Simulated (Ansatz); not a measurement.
# AlCo (Pm-3m): modes against biaxial strain in the (111) plane

Wanted: the shifts of the zone-centre modes of AlCo (Pm-3m) with strain.

Main program and level: Ansatz 0.2.0; DFT PBEsol, scalar-relativistic, plane waves, PAW; PAW set soft_1.

## 1. The structure

It takes space group Pm-3m (No. 221, cubic). The conventional cell has a = 2.819 Å, b = 2.819 Å, c = 2.819 Å, α = 90.00°, β = 90.00°, γ = 90.00°. Nearest to Al lie 8 Co at 2.44 Å. Nearest to Co lie 8 Al at 2.44 Å. Farther neighbours are not listed.

## 2. Relaxation

Harmonic phonons are second derivatives at a point where the forces vanish, and they are wanted at zero stress, so atoms and cell are relaxed first.

The input, input.yaml:

```yaml
crystal:
  lattice:
    - [2.81940321, 0.0, 0.0]
    - [0.0, 2.81940321, 0.0]
    - [0.0, 0.0, 2.81940321]
  atoms:
    - { symbol: Al, position: [0.0, 0.0, 0.0] }
    - { symbol: Co, position: [0.5, 0.5, 0.5] }
kpoints:
  mp_grid: { grid: [14, 14, 14] }
hamiltonian:
  xc: pbesol
  pseudopotentials: { kind: paw, azcp: { folder: soft_1 }, xc_functional: pbe }
scf:
  occupations: { method: gaussian, width: 0.1 }
output:
  forces: true
  stress: true
  eigenvalues: true
  write_density: true
  write_potential: true
  elf: true
  volumetric_format: npy
relax:
  adjacent_minimum: "off"
  f_tol: 0.005
  max_steps: 80
  cell: { stress_tol: 0.05 }
```

Command:

```bash
$ ansatz run input.yaml --threads 4 --pin off --max-ram 10240MiB --backend cpu --events-out ev --progress --plain --runs-dir out
```

Numbers of over 12 decimals in the logs are rounded to 6 here.

The program printed:

```text
Engine: ansatz 0.2.0, aarch64-unknown-linux-gnu
Pseudopotentials: kind: paw
Pseudopotential: Al, paw, valence charge 3, recommended cutoff 420 eV (normal), soft_1/Al.paw.azcp
Pseudopotential: Co, paw, valence charge 17, recommended cutoff 420 eV (normal), soft_1/Co.paw.azcp
Functional definition: PBEsol
  exchange = pbesol_x
  correlation = pbesol_c
Crystal: 2 atoms, lattice volume = 22.412 Å³
Basis set: ecut = 420 eV, 461 PW (Γ), exchange–correlation on 40×40×40 points (8 copies of the dense FFT grid, shifted against one another)
Bands: 14, of which v1, the nominal top of the filled ones, is band 10 counted from 1 (9 counted from 0)
Symmetry: 48 space group operations
Space group: Pm-3m (ITA 221), of the structure as read, at distance tolerance 2.8e-5 Å
k-points: 120 of 2744
Non-local potential: Al, projectors of the file, l = 0: 2, l = 1: 2, l = 2: 1
Non-local potential: Co, projectors of the file, l = 0: 3, l = 1: 2, l = 2: 3, l = 3: 1
PAW form: soft (Blöchl's): semilocal exchange-correlation on the pseudo side does not see the compensation charge
PAW frozen core: Al, regenerated for the run's functional, and the local potential with it (the file was generated under x = pbe(κ = 0.804, μ = 0.219515), c = pbe(β = 0.066725))
PAW frozen core: Co, regenerated for the run's functional, and the local potential with it (the file was generated under x = pbe(κ = 0.804, μ = 0.219515), c = pbe(β = 0.066725))
PAW one-centre angular grid: Al, 110 points (default); XC on 64 Gauss nodes
PAW one-centre angular grid: Co, 590 points (default); XC on 64 Gauss nodes
Initial density: superposition of atomic densities (chi_scale 0.1, normalization cell, long waves kept (reshape's long-wave potential 0.00 eV rms))
Initial wavefunctions: pseudopotential atomic-orbital guess
Functional: x = pbesol(κ = 0.804, μ = 0.123457), c = pbesol(β = 0.046)
SCF iter   1: F=—  HF=-5618.994097 eV  |F-HF|=—  |Δ(HF+E_count)|=         —  Δρ=6.93e-2  dr2=9.17e-1  ethr=3.10e-3  ⟨swp⟩=4.1  Hψ=7736  notcnv=0
preconditioner: auto → none  [metal: Δε(μ)=0.079 eV  Ē_g=8.725 eV  σ=0.100 eV  W_gap=0.41  n_scr=6 (ndim 8)  ℏωp=27.2 eV  f_vac=0.000  D(μ)=0.61/eV (n_scr^D=0)  sad-step TF]
SCF iter   2: F=—  HF=-5618.979806 eV  |F-HF|=—  |Δ(HF+E_count)|=   1.43e-2  Δρ=7.49e-2  dr2=1.10e0  ethr=3.10e-3  ⟨swp⟩=1.0  Hψ=2644  notcnv=0
SCF iter   3: F=—  HF=-5618.789151 eV  |F-HF|=—  |Δ(HF+E_count)|=   1.91e-1  Δρ=1.38e-2  dr2=3.69e-2  ethr=3.10e-3  ⟨swp⟩=2.2  Hψ=2317  notcnv=0
SCF iter   4: F=—  HF=-5618.782590 eV  |F-HF|=—  |Δ(HF+E_count)|=   6.56e-3  Δρ=5.56e-3  dr2=5.25e-3  ethr=1.85e-4  ⟨swp⟩=1.2  Hψ=2564  notcnv=0  defer=8
SCF iter   5: F=—  HF=-5618.781528 eV  |F-HF|=—  |Δ(HF+E_count)|=   1.06e-3  Δρ=6.92e-4  dr2=9.75e-5  ethr=2.63e-5  ⟨swp⟩=1.1  Hψ=1724  notcnv=0  defer=8
SCF iter   6: F=—  HF=-5618.781516 eV  |F-HF|=—  |Δ(HF+E_count)|=   1.15e-5  Δρ=6.15e-5  dr2=5.05e-7  ethr=4.87e-7  ⟨swp⟩=2.2  Hψ=2202  notcnv=0  defer=8
SCF iter   7: F=-5618.781516 eV  HF=-5618.781516 eV  |F-HF|=6.97e-9  |Δ(HF+E_count)|=   2.87e-7  Δρ=6.80e-6  dr2=7.51e-9  ethr=5.00e-10  ⟨swp⟩=8.6  Hψ=11024  notcnv=0
SCF 1 converged in 7 iterations: F = -5618.781516 eV  dr2 = 7.51e-9
  greatest PAW one-centre occupation: 1.001 electrons in one spin orbital (limit 2), on the Co atom at site 1 (counted from 0), in its partial waves of l = 1
relax step   1: F+E_penalty+E_count = -5618.78151591 eV  Δ(F+E_penalty+E_count) = +0.000e0 eV  max|allowed force component| = 2.590e-29 eV/Å  Δτ_max = 0.0000 Å  P = +0.625 GPa  Ω = 22.412 Å³  (7 SCF iters, dr2 threshold 1.00e-7 eV, accepted)
Crystal: 2 atoms, lattice volume = 22.451 Å³
Initial density: handed on by an earlier stage of this run
Initial wavefunctions: those handed on with the density
iter 1 solved again at ethr=1.51e-8 eV; its pass at ethr=3.10e-3 eV (dr2=3.03e-6 eV) is discarded
SCF iter   1: F=—  HF=-5618.781583 eV  |F-HF|=—  |Δ(HF+E_count)|=         —  Δρ=1.58e-4  dr2=3.81e-6  ethr=1.51e-8  ⟨swp⟩=2.0  Hψ=9606  notcnv=0
preconditioner: auto → none  [metal: Δε(μ)=0.071 eV  Ē_g=8.499 eV  σ=0.100 eV  W_gap=0.35  n_scr=6 (ndim 8)  ℏωp=27.1 eV  f_vac=0.000  D(μ)=0.67/eV (n_scr^D=6)]
SCF iter   2: F=—  HF=-5618.781610 eV  |F-HF|=—  |Δ(HF+E_count)|=   2.73e-5  Δρ=4.08e-5  dr2=2.37e-7  ethr=1.51e-8  ⟨swp⟩=1.3  Hψ=1814  notcnv=0
iter 3 did not close the SCF: its close was put off for the readings that it lacked (scf_convergence_deferred on its scf_iter line)
SCF iter   3: F=-5618.781610 eV  HF=-5618.781610 eV  |F-HF|=9.15e-9  |Δ(HF+E_count)|=   1.14e-7  Δρ=7.94e-6  dr2=8.72e-9  ethr=1.19e-9  ⟨swp⟩=2.0  Hψ=2344  notcnv=0
iter 4 did not close the SCF: its close was put off for the readings that it lacked (scf_convergence_deferred on its scf_iter line)
SCF iter   4: F=-5618.781610 eV  HF=-5618.781610 eV  |F-HF|=3.04e-10  |Δ(HF+E_count)|=   1.92e-9  Δρ=2.27e-6  dr2=6.22e-10  ethr=4.36e-11  ⟨swp⟩=2.4  Hψ=2562  notcnv=0
iter 5 did not close the SCF: its close was put off for the readings that it lacked (scf_convergence_deferred on its scf_iter line)
SCF iter   5: F=-5618.781610 eV  HF=-5618.781610 eV  |F-HF|=2.73e-12  |Δ(HF+E_count)|=  2.82e-11  Δρ=7.54e-8  dr2=6.35e-13  ethr=3.11e-12  ⟨swp⟩=1.0  Hψ=1695  notcnv=0
SCF iter   6: F=-5618.781610 eV  HF=-5618.781610 eV  |F-HF|=9.09e-13  |Δ(HF+E_count)|=  2.73e-12  Δρ=3.77e-9  dr2=1.84e-15  ethr=1.00e-12  ⟨swp⟩=3.3  Hψ=6271  notcnv=0
SCF 2 converged in 6 iterations: F = -5618.781610 eV  dr2 = 1.84e-15
relax step   2: F+E_penalty+E_count = -5618.78160979 eV  Δ(F+E_penalty+E_count) = -9.387e-5 eV  max|allowed force component| = 5.193e-30 eV/Å  Δτ_max = 0.0000 Å  P = +0.277 GPa  Ω = 22.451 Å³  energy of the carried Pulay correction = -1.820e-5 eV  (6 SCF iters, dr2 threshold 2.00e-7 eV, accepted)
Crystal: 2 atoms, lattice volume = 22.483 Å³
iter 1 solved again at ethr=1.03e-8 eV; its pass at ethr=3.10e-3 eV (dr2=2.06e-6 eV) is discarded
SCF iter   1: F=—  HF=-5618.781595 eV  |F-HF|=—  |Δ(HF+E_count)|=         —  Δρ=1.30e-4  dr2=2.56e-6  ethr=1.03e-8  ⟨swp⟩=2.0  Hψ=9606  notcnv=0
preconditioner: auto → none  [metal: Δε(μ)=0.072 eV  Ē_g=8.488 eV  σ=0.100 eV  W_gap=0.36  n_scr=6 (ndim 8)  ℏωp=27.1 eV  f_vac=0.000  D(μ)=0.68/eV (n_scr^D=6)]
iter 2 did not close the SCF: its close was put off for the readings that it lacked (scf_convergence_deferred on its scf_iter line)
SCF iter   2: F=-5618.781623 eV  HF=-5618.781623 eV  |F-HF|=1.31e-7  |Δ(HF+E_count)|=   2.75e-5  Δρ=3.32e-5  dr2=1.54e-7  ethr=1.03e-8  ⟨swp⟩=1.5  Hψ=1937  notcnv=0
iter 3 did not close the SCF: its close was put off for the readings that it lacked (scf_convergence_deferred on its scf_iter line)
SCF iter   3: F=-5618.781623 eV  HF=-5618.781623 eV  |F-HF|=5.30e-9  |Δ(HF+E_count)|=   8.22e-8  Δρ=6.33e-6  dr2=5.36e-9  ethr=7.69e-10  ⟨swp⟩=2.0  Hψ=2370  notcnv=0
iter 4 did not close the SCF: its close was put off for the readings that it lacked (scf_convergence_deferred on its scf_iter line)
SCF iter   4: F=-5618.781623 eV  HF=-5618.781623 eV  |F-HF|=2.20e-10  |Δ(HF+E_count)|=   1.41e-9  Δρ=1.91e-6  dr2=4.45e-10  ethr=2.68e-11  ⟨swp⟩=2.1  Hψ=2528  notcnv=0
iter 5 did not close the SCF: its close was put off for the readings that it lacked (scf_convergence_deferred on its scf_iter line)
SCF iter   5: F=-5618.781623 eV  HF=-5618.781623 eV  |F-HF|=1.82e-12  |Δ(HF+E_count)|=  2.36e-11  Δρ=4.36e-8  dr2=2.04e-13  ethr=2.22e-12  ⟨swp⟩=1.1  Hψ=1699  notcnv=0
SCF iter   6: F=-5618.781623 eV  HF=-5618.781623 eV  |F-HF|=1.82e-12  |Δ(HF+E_count)|=    0.00e0  Δρ=3.01e-9  dr2=8.68e-16  ethr=1.00e-12  ⟨swp⟩=3.3  Hψ=6247  notcnv=0
SCF 3 converged in 6 iterations: F = -5618.781623 eV  dr2 = 8.68e-16
relax step   3: F+E_penalty+E_count = -5618.78162289 eV  Δ(F+E_penalty+E_count) = -1.311e-5 eV  max|allowed force component| = 3.123e-30 eV/Å  Δτ_max = 0.0000 Å  P = +0.001 GPa  Ω = 22.483 Å³  energy of the carried Pulay correction = -3.272e-5 eV  (6 SCF iters, dr2 threshold 1.92e-7 eV, accepted)
Initial wavefunctions: pseudopotential atomic-orbital guess (no wavefunctions were taken with the density)
iter 1 solved again at ethr=1.39e-8 eV; its pass at ethr=3.10e-3 eV (dr2=2.78e-6 eV) is discarded
SCF iter   1: F=—  HF=-5618.781622 eV  |F-HF|=—  |Δ(HF+E_count)|=         —  Δρ=3.73e-6  dr2=1.09e-9  ethr=1.39e-8  ⟨swp⟩=3.0  Hψ=12737  notcnv=0
preconditioner: auto → none  [metal: Δε(μ)=0.071 eV  Ē_g=8.488 eV  σ=0.100 eV  W_gap=0.35  n_scr=6 (ndim 8)  ℏωp=27.1 eV  f_vac=0.000  D(μ)=0.68/eV (n_scr^D=6)]
SCF iter   2: F=—  HF=-5618.781648 eV  |F-HF|=—  |Δ(HF+E_count)|=   2.60e-5  Δρ=1.96e-6  dr2=1.93e-10  ethr=5.44e-12  ⟨swp⟩=2.0  Hψ=2912  notcnv=0
iter 3 did not close the SCF: its close was put off for the readings that it lacked (scf_convergence_deferred on its scf_iter line)
SCF iter   3: F=-5618.781648 eV  HF=-5618.781648 eV  |F-HF|=1.36e-11  |Δ(HF+E_count)|=  9.55e-11  Δρ=5.44e-7  dr2=1.39e-11  ethr=1.00e-12  ⟨swp⟩=2.8  Hψ=2441  notcnv=0
iter 4 did not close the SCF: its close was put off for the readings that it lacked (scf_convergence_deferred on its scf_iter line)
SCF iter   4: F=-5618.781648 eV  HF=-5618.781648 eV  |F-HF|=0.00e0  |Δ(HF+E_count)|=  1.18e-11  Δρ=9.22e-8  dr2=8.15e-13  ethr=1.00e-12  ⟨swp⟩=1.0  Hψ=1680  notcnv=0
iter 5 did not close the SCF: its close was put off for the readings that it lacked (scf_convergence_deferred on its scf_iter line)
SCF iter   5: F=-5618.781648 eV  HF=-5618.781648 eV  |F-HF|=1.82e-12  |Δ(HF+E_count)|=    0.00e0  Δρ=2.61e-8  dr2=3.28e-14  ethr=1.00e-12  ⟨swp⟩=1.0  Hψ=1680  notcnv=0
iter 6 did not close the SCF: its close was put off for the readings that it lacked (scf_convergence_deferred on its scf_iter line)
SCF iter   6: F=-5618.781648 eV  HF=-5618.781648 eV  |F-HF|=2.73e-12  |Δ(HF+E_count)|=  9.09e-13  Δρ=3.03e-9  dr2=1.72e-15  ethr=1.00e-12  ⟨swp⟩=1.0  Hψ=1680  notcnv=0
SCF iter   7: F=-5618.781648 eV  HF=-5618.781648 eV  |F-HF|=9.09e-13  |Δ(HF+E_count)|=    0.00e0  Δρ=1.23e-9  dr2=2.64e-16  ethr=1.00e-12  ⟨swp⟩=1.9  Hψ=4293  notcnv=0
SCF 4 converged in 7 iterations: F = -5618.781648 eV  dr2 = 2.64e-16
relax step   4: F+E_penalty+E_count = -5618.78164758 eV  Δ(F+E_penalty+E_count) = -2.469e-5 eV  max|allowed force component| = 1.035e-30 eV/Å  Δτ_max = 0.0000 Å  P = +0.003 GPa  Ω = 22.483 Å³  stress off target by 2.76e-3 GPa  SCF on the basis re-selected at this cell (its energy is not comparable with the rows above)  (7 SCF iters)
basis re-selected at this cell: Δ(F+E_penalty+E_count) = -2.469e-5 eV, ΔP = +0.001 GPa vs the last step (what re-selecting the basis moved, of the pressure what is left beyond the Pulay correction that the steps carried, after the strain that the cell walked since its last selection, with what the two solves' SCF thresholds leave and, on support functions, any second-order correction that the steps lacked; it is no m [...]
SCF converged after 7 iterations
Free energy (F): -5618.781648 eV
Harris-Foulkes:  -5618.781648 eV  (|F-HF|=9.09e-13)
Internal energy: -5618.778269 eV  (E = F + TS)
E sigma→0 (E₀):  -5618.779958 eV
Entropy (-TS):   -0.003378 eV (-1.689 meV/atom)
Fermi energy:    14.859799 eV
--- Per-component energies (eV) ---
  E_band       = -276.501100
  E_kinetic    = 323.195128
  E_local      = -3456.899952  (includes V_loc(G=0)·N_el)
  E_nonlocal   = 450.211349
  E_hartree    = 1562.408173
  E_xc         = -131.757735
  E_vxc        = -151.246165  (∫ρ·V_xc dr)
  E_paw        = -2000.614351  (= ΣΔE_a)
  E_vpaw       = -566.577810  (= ΣTr[D̂ρ^β])
  E_aug_tail   = 0.000002  (compensation charges beyond the density's cutoff)
  E_ewald      = -2365.528443
  E_core_change = 0.207559  (= ΣΔE_core)
  E_smearing   = -0.003378  (= −TS)
  E_closure    = 0.000000  (closes the sum)
  Σ components = -5618.781648   (vs F -5618.781648, Δ=0.00e0)
--- Forces (eV/Å), atoms counted from 1 ---
  atom   1  Al     0.00000000     0.00000000     0.00000000
  atom   2  Co     0.00000000     0.00000000     0.00000000
  max |Σ_I F_I| component: 2.17e-30 eV/Å
--- Stress (GPa, compression-positive) ---
        0.002759       0.000000      -0.000000
        0.000000       0.002759       0.000000
       -0.000000       0.000000       0.002759
  P = ⅓ Tr σ = 0.0028 GPa (0.028 kbar)
--- Band table (eV; the first three rows and the last of 120) ---
  k-point 0: bands = [... 6 lower, 11.7175, 14.0008, 14.0008, 14.0008, 20.9327, 20.9327, 20.9327, 23.6878]
  k-point 1: bands = [... 6 lower, 11.7456, 13.9456, 13.9456, 14.0066, 19.9976, 21.0711, 21.0711, 23.6711]
  k-point 2: bands = [... 6 lower, 11.8257, 13.7981, 13.7981, 14.0231, 18.4451, 21.4690, 21.4690, 23.6219]
  k-point 119: bands = [... 6 lower, 10.7711, 14.6321, 14.6321, 17.1810, 17.1810, 17.1810, 19.2478, 20.3834]
--- Relaxed structure (3 steps of the walk, 3 accepted, 1 SCFs on fresh bases) ---
  F+E_penalty+E_count = -5618.78164758 eV   max|allowed force component| = 1.035e-30 eV/Å   (the final SCF, on the basis selected at the relaxed cell)
  cell:  # Å, volume = 22.4832 Å³
    - [2.822407, 0, 0]
    - [0, 2.822407, 0.0]
    - [0, 0.0, 2.822407]
  atoms:
    - { symbol: Al, position: [0, 0, 0] }
    - { symbol: Co, position: [0.5, 0.5, 0.5] }
```

It took 2.4 s on 4 threads of Arm Neoverse V2, shared host; peak memory 0.33 GiB.

This run has no spin polarisation, although Co can carry a moment.

Relaxation path:

```
step  energy less that of the first step (eV)  largest force component (eV/Å)  pressure (GPa)  volume (Å³)
   1                                   0.0000                          0.0000            0.62        22.41
   2                                  -0.0001                          0.0000            0.28        22.45
   3                                  -0.0001                          0.0000            0.00        22.48
  4*                                  -0.0001                          0.0000            0.00        22.48
```

Relaxation steps marked * repeat the geometry before them on a plane-wave basis chosen anew for their cell, so energy and pressure can jump there.

Forces are held to the 48 operations that the run works with; a distortion that breaks them can't arise in this run.

```
conventional cell, symmetrised  before  after  change
                         a (Å)   2.819  2.822  +0.1 %
                         b (Å)   2.819  2.822  +0.1 %
                         c (Å)   2.819  2.822  +0.1 %
              volume (Å³/atom)   11.21  11.24  +0.3 %
```

The relaxed structure:

```
Al Co
1.0
     2.82241    0.00000    0.00000
     0.00000    2.82241    0.00000
     0.00000    0.00000    2.82241
Al Co
1 1
Direct
  0.00000 0.00000 0.00000
  0.50000 0.50000 0.50000
```

Numbers from this step:

```yaml
pressure: 0.002759 GPa
volume_per_atom: 11.24 Å³
gap_on_the_k_mesh: 0 eV
```

Valence density in the ac plane at fractional y = 0.500, with atoms of Co within 0.2 Å of it. It is the smooth field of the valence electrons, not physical close to the nuclei.

Ten steps, logarithmic in the rise over the least value, from '0' (0 e/Å³) to '9' (42 e/Å³):
```
000000000000000
000000000000000
000001111110000
000012333321000
000123566532100
000135788753100
000136899863100
000136899863100
000135788753100
000123566532100
000012333321000
000001111110000
000000000000000
000000000000000
000000000000000
```
Columns run along a (2.8 Å), rows up along c (2.8 Å). Atoms in or near the plane, at fractional coordinates: Co at (0.50, 0.50).

Electrostatic potential energy in the ac plane at fractional y = 0.500, with atoms of Co within 0.2 Å of it. With pseudopotentials it is smooth inside the atoms' cores, unlike the true potential.

Ten even steps from '_' (-32 eV) to '@' (16 eV):
```
@@@@@@@@@@@@@@@@@@@@@@@@@@@@@@
@@@@@@@@@@@@@@@@@@@@@@@@@@@@@@
@@@@@@@@@@%%##****##%%@@@@@@@@
@@@@@@@@##++--::::--++##@@@@@@
@@@@@@%%++::________::++%%@@@@
@@@@@@##--____________--##@@@@
@@@@@@**::____....____::**@@@@
@@@@@@**::____....____::**@@@@
@@@@@@##--____________--##@@@@
@@@@@@%%++::________::++%%@@@@
@@@@@@@@##++--::::--++##@@@@@@
@@@@@@@@@@%%##****##%%@@@@@@@@
@@@@@@@@@@@@@@@@@@@@@@@@@@@@@@
@@@@@@@@@@@@@@@@@@@@@@@@@@@@@@
@@@@@@@@@@@@@@@@@@@@@@@@@@@@@@
```
Columns run along a (2.8 Å; values clipped at the 3rd and 97th percentile), rows up along c (2.8 Å). Atoms in or near the plane, at fractional coordinates: Co at (0.50, 0.50).

ELF in the ac plane at fractional y = 0.500, with atoms of Co within 0.2 Å of it. It is the smooth field of the valence electrons, not physical close to the nuclei.

Ten even steps from '_' (0.16) to '@' (0.75):
```
++++++++==----::::----==++++++
++++==--::..________..::--==++
++++--::..____________..::--++
++==::..__............__..::==
==--..__..::--------::..__..--
==--____..--++####++--..____--
==::____..--##@@@@##--..____::
==::____..--##@@@@##--..____::
==--____..--++####++--..____--
==--..__..::--------::..__..--
++==::..__............__..::==
++++--::..____________..::--++
++++==--::..________..::--==++
++++++++==----::::----==++++++
++++++++++============++++++++
```
Columns run along a (2.8 Å), rows up along c (2.8 Å). Atoms in or near the plane, at fractional coordinates: Co at (0.50, 0.50).

In this step the volume went from 11.21 to 11.24 Å³/atom.

## 3. Tight relaxation

Phonons need small forces and stress, so the relaxation is finished with tight tolerances on 16×16×16 k points.

The input, input.yaml:

```yaml
crystal:
  lattice:
    - [2.8224065082, 0.0, 0.0]
    - [0.0, 2.8224065082, 0.0]
    - [0.0, 0.0, 2.8224065082]
  atoms:
    - { symbol: Al, position: [0.0, 0.0, 0.0] }
    - { symbol: Co, position: [0.5, 0.5, 0.5] }
kpoints:
  mp_grid: { grid: [16, 16, 16] }
hamiltonian:
  xc: pbesol
  pseudopotentials: { kind: paw, azcp: { folder: soft_1 }, xc_functional: pbe }
scf:
  occupations: { method: methfessel_paxton, width: 0.2 }
output:
  forces: true
  stress: true
  eigenvalues: true
relax:
  adjacent_minimum: "off"
  f_tol: 0.001
  max_steps: 60
  cell: { stress_tol: 0.01 }
```

The program printed:

```text
[...]
Crystal: 2 atoms, lattice volume = 22.483 Å³
Basis set: ecut = 420 eV, 461 PW (Γ), exchange–correlation on 40×40×40 points (8 copies of the dense FFT grid, shifted against one another)
Bands: 14, of which v1, the nominal top of the filled ones, is band 10 counted from 1 (9 counted from 0)
Symmetry: 48 space group operations
[...]
k-points: 165 of 4096
[...]
k-point 164: bands = [... 6 lower, 10.7726, 14.6327, 14.6327, 17.1846, 17.1846, 17.1846, 19.2535, 20.3869]
--- Relaxed structure (3 steps of the walk, 3 accepted, 1 SCFs on fresh bases) ---
[...]
cell:  # Å, volume = 22.4785 Å³
    - [2.822209, 0, 0.0]
    - [0, 2.822209, 0]
    - [0.0, 0, 2.822209]
  atoms:
    - { symbol: Al, position: [0, 0, 0] }
    - { symbol: Co, position: [0.500000, 0.500000, 0.500000] }
[key lines of the parts left out:]
SCF converged after 5 iterations
Free energy (F): -5618.777913 eV
Fermi energy:    14.862561 eV
P = ⅓ Tr σ = 0.0005 GPa (0.005 kbar)
```

Run time: 2.7 s. Hardware: 4 threads; peak memory 0.35 GiB; 9.3 s of CPU time.

Little changed from the start: no atom moved by 0.005 Å and no cell edge by 0.1 %.

This step gave:

- pressure: 5.46e-4 GPa

The forces vanish by symmetry and the pressure is 0.001 GPa, within the tolerances set. The cell now holds 11.24 Å³/atom.

(Part 1 of 3 ends here.)

[Logs are printed without paths, hosts, clocks, repeated set-up lines and the standing remarks that a program may print on its own settings, such as how far it seeks lower states.]

[Hosts, paths, dates, database ids (printed as entryN), source tags and the programs' standing remarks are cut or masked in the printed files.]
